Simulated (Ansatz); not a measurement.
**Sb in Ansatz: the effect of exact exchange**

Sb:

```
Sb
1.0
     2.15420    1.24373    3.75800
    -2.15420    1.24373    3.75800
     0.00000   -2.48746    3.75800
Sb
2
Direct
  0.76651 0.76651 0.76651
  0.23349 0.23349 0.23349
```

Alike in all runs:

| Quantity | Value |
| --- | --- |
| Program | Ansatz 0.2.0 |
| Task | single point |
| Functional | HSE06 form with a typed share of exact exchange |
| Potentials or basis | Ansatz PAW |
| Cutoff | 420 eV (not typed: the program's choice for these potentials) |
| k mesh | 4 × 4 × 4 |
| Occupations | fermi-dirac, width 0.05 eV |
| Spin | no spin polarisation |

| exact exchange | pressure (GPa) | largest force (eV/Å) |
| --- | --- | --- |
| 0.05 | ? | ? |
| 0.1 | 1.9 | 0.17 |
| 0.15 | 1.5 | 0.22 |
| 0.2 | 1.1 | 0.27 |
| 0.25 | 0.7 | 0.33 |
| 0.3 | 0.4 | 0.39 |
| 0.4 | -0.4 | 0.51 |
| 0.5 | -1.1 | 0.63 |

**Question.** What does the run with exact exchange 0.05 give?

**Answer.** Pressure 2.3 GPa; largest force 0.12 eV/Å.

Worked out: A straight line through the other rows of the pressure, of slope -7.49 GPa per unit of exact exchange, extrapolates to 2.2 GPa, against the run's 2.3. A straight line through the other rows of the largest force, of slope 1.16 eV/Å per unit of exact exchange, extrapolates to 0.10 eV/Å, against the run's 0.12.

Caveats: all runs use coarse meshes; the PAW data sets come from PBE, with cores solved anew for the run's functional, which leaves a small shift of forces and pressure; the thresholds are loose for stress.
